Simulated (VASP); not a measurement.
# TlBr (Pm-3m) in VASP: notebook

One crystal, TlBr, is run at these levels: PBE; tasks: single point, relaxation of cell and atoms.

All numbers are computed with VASP 6.6.1; they aren't measurements. Logs are shortened: lines on timing, memory, paths and dates and some standing lists are left out, and cuts for length are marked.

## Step 1: The crystal as given

The structure is cubic, space group Pm-3m (No. 221). Conventional cell: a = 3.980 Å, b = 3.980 Å, c = 3.980 Å, α = 90.00°, β = 90.00°, γ = 90.00°. Around Tl (site symmetry m-3m) lie 8 Br at 3.45 Å. Around Br (site symmetry m-3m) lie 8 Tl at 3.45 Å.

## Step 2: Single point, PBE (relaxed again under DFT PBE, scalar-relativistic, plane waves, PAW)

Input file INCAR:

```
PREC     = Accurate       # precision mode
ENCUT    = 520            # plane-wave cutoff, eV
EDIFF    = 1E-6           # SCF threshold, eV
ISMEAR   = 0              # smearing method
SIGMA    = 0.02           # smearing width, eV
LREAL    = F              # projectors in reciprocal space
LASPH    = T              # aspherical terms in the spheres
NELM     = 60             # most SCF steps
ALGO     = Normal         # electronic algorithm
ISIF     = 2              # what is computed and relaxed
LWAVE    = F              # write WAVECAR
LCHARG   = F              # write CHGCAR
GGA      = PE             # functional
NBANDS   = 17             # bands
```

Input file KPOINTS:

```
regular mesh
0
Gamma
  8 8 8
```

Input file POSCAR:

```
TlBr
1.0
    4.0528355259      0.0000000000      0.0000000000
    0.0000000000      4.0528355259      0.0000000000
    0.0000000000      0.0000000000      4.0528355259
Tl Br
1 1
Direct
    0.0000000000      0.0000000000      0.0000000000
    0.5000000000      0.5000000000      0.5000000000
```

Potentials or basis: VASP PAW PBE potentials, release 64 (Tl_d, Br).

Launch:

```bash
$ cat potpaw_PBE.64/Tl_d/POTCAR potpaw_PBE.64/Br/POTCAR > POTCAR
$ mpirun -np 1 vasp_std > vasp.out
```

OUTCAR:

```text
PREC = Accurate
   ENCUT = 520
   EDIFF = 1E-6
   ISMEAR = 0
   LREAL = F
   LASPH = T
   NELM = 60
   ISIF = 2
   GGA = PE

 ion  position               nearest neighbor table
   1  0.000  0.000  0.000-
   2  0.500  0.500  0.500-

  LATTYP: Found a simple cubic cell.
 ALAT       =     4.0528355259

  Lattice vectors:

 A1 = (   4.0528355259,   0.0000000000,   0.0000000000)
 A2 = (   0.0000000000,   4.0528355259,   0.0000000000)
 A3 = (   0.0000000000,   0.0000000000,   4.0528355259)

Analysis of symmetry for initial positions (statically):
=====================================================================
 Subroutine PRICEL returns:
 Original cell was already a primitive cell.

 Routine SETGRP: Setting up the symmetry group for a
 simple cubic supercell.

 Subroutine GETGRP returns: Found 48 space group operations
 (whereof 48 operations were pure point group operations)
 out of a pool of 48 trial point group operations.

The static configuration has the point symmetry O_h .

Analysis of symmetry for dynamics (positions and initial velocities):
=====================================================================
 Subroutine PRICEL returns:
 Original cell was already a primitive cell.

 Routine SETGRP: Setting up the symmetry group for a
 simple cubic supercell.

 Subroutine GETGRP returns: Found 48 space group operations
 (whereof 48 operations were pure point group operations)
 out of a pool of 48 trial point group operations.

The dynamic configuration has the point symmetry O_h .

 Subroutine INISYM returns: Found 48 space group operations
 (whereof 48 operations are pure point group operations),
 and found     1 'primitive' translations

----------------------------------------------------------------------------------------

                                     Primitive cell

  volume of cell :      66.5698

  direct lattice vectors                    reciprocal lattice vectors
     4.052835526  0.000000000  0.000000000     0.246740830  0.000000000  0.000000000
     0.000000000  4.052835526  0.000000000     0.000000000  0.246740830  0.000000000
     0.000000000  0.000000000  4.052835526     0.000000000  0.000000000  0.246740830

  length of vectors
     4.052835526  4.052835526  4.052835526     0.246740830  0.246740830  0.246740830

  position of ions in fractional coordinates (direct lattice)
[... 71 lines left out ...]
   ISTART =      0    job   : 0-new  1-cont  2-samecut
   ICHARG =      2    charge: 1-file 2-atom 10-const
   ISPIN  =      1    spin polarized calculation?
   LNONCOLLINEAR =      F non collinear calculations
   LSORBIT =      F    spin-orbit coupling
   LASPH  =      T    aspherical Exc in radial PAW
   ENCUT  =  520.0 eV  38.22 Ry    6.18 a.u.   7.54  7.54  7.54*2*pi/ulx,y,z
   NELM   =     60;   NELMIN=  2; NELMDL= -5     # of ELM steps
   EDIFF  = 0.1E-05   stopping-criterion for ELM
   LREAL  =      F    real-space projection
   EDIFFG = 0.1E-04   stopping-criterion for IOM
   NSW    =      0    number of steps for IOM
   IBRION =     -1    ionic relax: 0-MD 1-quasi-New 2-CG
   NFREE  =      0    steps in history (QN), initial steepest desc. (CG)
   ISIF   =      2    stress and relaxation
   ISYM   =      2    0-nonsym 1-usesym 2-fastsym
   POTIM  = 0.5000    time-step for ionic-motion
   TEBEG  =    0.0;   TEEND  =   0.0 temperature during run
   PSTRESS=    0.0 pullay stress
   NELECT =      20.0000    total number of electrons
   NUPDOWN=      -1.0000    fix difference up-down
   EMIN   =  10.00;   EMAX   =-10.00  energy-range for DOS
   EFERMI =   0.00;   METHOD = LEGACY
   ISMEAR =     0;   SIGMA  =   0.02  broadening in eV -4-tet -1-fermi 0-gaus
   EFERMI_NEDOS =   21; number of points for ismear=-14 and -15
   IALGO  =     38    algorithm
   IMIX   =      4    mixing-type and parameters
     AMIX     =   0.40;   BMIX     =  1.00
     AMIX_MAG =   1.60;   BMIX_MAG =  1.00
  volume/ion in A,a.u.               =      33.28       224.62
  Fermi-wavevector in a.u.,A,eV,Ry     =   1.096459  2.072008 16.357237  1.202223
  Thomas-Fermi vector in A             =   2.232802
   LORBIT       =      0    0 simple, 1 ext, 2 COOP (PROOUT), +10 PAW based schemes
   GGA     = PE    functional components
   LHFCALC =     F    Hartree Fock is set to
   AEXX    =    0.0000 exact exchange contribution
   IVDW    =     0    specifies the selected vdW correction
   LEPSILON=     F    determine dielectric tensor
   LRPA    =     F    only Hartree local field effects (RPA)
 non-spin polarized calculation
 Gauss-broadening in eV      SIGMA  =   0.02
  energy-cutoff  :      520.00
  volume of cell :       66.57
 maximum number of plane-waves:      1856
   NGX = 15   NGY = 15   NGZ = 15

 number of electron      19.9999998 magnetization

 Free energy of the ion-electron system (eV)
  ---------------------------------------------------
  ext. energy  EPLUGINS =         0.00000000
  ---------------------------------------------------
  free energy    TOTEN  =        -5.54559006 eV

  energy without entropy =       -5.54559006  energy(sigma->0) =       -5.54559006

 E-fermi :   1.9001     XC(G=0):  -8.7134

 val. band max:        1.8133976682   @ k =   0.5000   0.0000   0.0000
 cond. band min:       3.8130456969   @ k =   0.5000   0.0000   0.0000
 fundamental gap:      1.9996480287
 Fermi energy:         1.9000671558

 k-point     1 :       0.0000    0.0000    0.0000
  band No.  band energies     occupation
      1     -11.6087      2.00000
      2      -8.1906      2.00000
      3      -8.1906      2.00000
      4      -8.0401      2.00000
      5      -8.0401      2.00000
      6      -8.0401      2.00000
[... 457 lines left out ...]
      4      -8.0802      2.00000
      5      -8.0584      2.00000
      6      -8.0135      2.00000
[... 9 lines left out ...]
     16      12.6686      0.00000
     17      14.1651      0.00000

 [... further k-points ...]
[... 5 lines left out ...]
  --------------------------------------------------------------------------------------
  -------------------------------------------------------------------------------------
  Total       -0.0155970     -0.0155970     -0.0155970      0.0000000      0.0000000     -0.0000000
  in kB       -0.3753836     -0.3753836     -0.3753836      0.0000000      0.0000000     -0.0000000
  external PRESSURE =      -0.3753836 kB  Pullay stress =       0.0000000 kB

 VOLUME and BASIS-vectors are now :
 -----------------------------------------------------------------------------
  energy-cutoff  :      520.00
  volume of cell :       66.57
      direct lattice vectors                 reciprocal lattice vectors
     4.052835526  0.000000000  0.000000000     0.246740830  0.000000000  0.000000000
     0.000000000  4.052835526  0.000000000     0.000000000  0.246740830  0.000000000
     0.000000000  0.000000000  4.052835526     0.000000000  0.000000000  0.246740830

 POSITION                                       TOTAL-FORCE (eV/Angst)
 -----------------------------------------------------------------------------------
      0.00000      0.00000      0.00000         0.000000      0.000000      0.000000
      2.02642      2.02642      2.02642         0.000000      0.000000      0.000000
 -----------------------------------------------------------------------------------
    total drift:                                0.000000     -0.000000     -0.000000

  FREE ENERGIE OF THE ION-ELECTRON SYSTEM (eV)
  ---------------------------------------------------
  free  energy   TOTEN  =        -5.5455900619 eV

  energy  without entropy=       -5.5455900619  energy(sigma->0) =       -5.54559006
```

OSZICAR:

```text
N       E                     dE             d eps       ncg     rms          rms(c)
DAV:   1     0.962618882528E+02    0.96262E+02   -0.96063E+03  1222   0.101E+03
DAV:   2    -0.205489266322E+01   -0.98317E+02   -0.94437E+02  1440   0.217E+02
DAV:   3    -0.582880122643E+01   -0.37739E+01   -0.37627E+01  1410   0.370E+01
DAV:   4    -0.584971504904E+01   -0.20914E-01   -0.20912E-01  1501   0.327E+00
DAV:   5    -0.584993029376E+01   -0.21524E-03   -0.21524E-03  1477   0.324E-01    0.254E+00
DAV:   6    -0.557484094201E+01    0.27509E+00   -0.41887E-01  1243   0.309E+00    0.146E+00
DAV:   7    -0.554512034762E+01    0.29721E-01   -0.13673E-01  1319   0.154E+00    0.824E-01
DAV:   8    -0.554580856932E+01   -0.68822E-03   -0.19477E-02  1330   0.854E-01    0.175E-01
DAV:   9    -0.554542920888E+01    0.37936E-03   -0.16970E-03  1320   0.203E-01    0.857E-02
DAV:  10    -0.554559371399E+01   -0.16451E-03   -0.39415E-04  1279   0.955E-02    0.315E-02
DAV:  11    -0.554558928980E+01    0.44242E-05   -0.34285E-05  1460   0.361E-02    0.647E-03
DAV:  12    -0.554559006187E+01   -0.77207E-06   -0.24238E-06  1285   0.821E-03
   1 F= -.55455901E+01 E0= -.55455901E+01  d E =-.462051E-12
```

Run time: 16 s. Hardware: 1 thread of Intel Xeon Platinum 8488C (Sapphire Rapids), shared host; peak memory 0.19 GiB.

Results:

```
Free energy            : -5.5456 eV
Pressure               : 0.0 GPa
Band gap on the k mesh : 2.00 eV, direct
```

Levels at points of the mesh, in eV from the valence-band top:
```csv
k point,band 6,band 7,band 8,band 9,band 10,band 11,band 12,band 13,band 14,band 15
"(0.00, 0.00, 0.00)",-9.85,-4.52,-1.07,-1.07,-1.07,7.05,7.05,7.05,7.16,7.16
"(0.50, 0.00, 0.00)",-9.85,-5.22,-0.63,-0.63,0.00,2.00,5.78,5.78,8.20,10.36
"(0.50, 0.50, 0.00)",-9.81,-3.65,-2.56,-2.56,-0.54,4.82,4.82,7.23,7.73,10.17
"(0.50, 0.50, 0.50)",-9.81,-2.77,-1.65,-1.65,-1.65,2.36,2.36,2.36,12.52,12.52
```

Caveat: spin-orbit coupling is left out, which as a rule narrows the gap of such compounds by several tenths of an eV. A k mesh can miss the band edges.

(Part 1 of 2 ends here.)
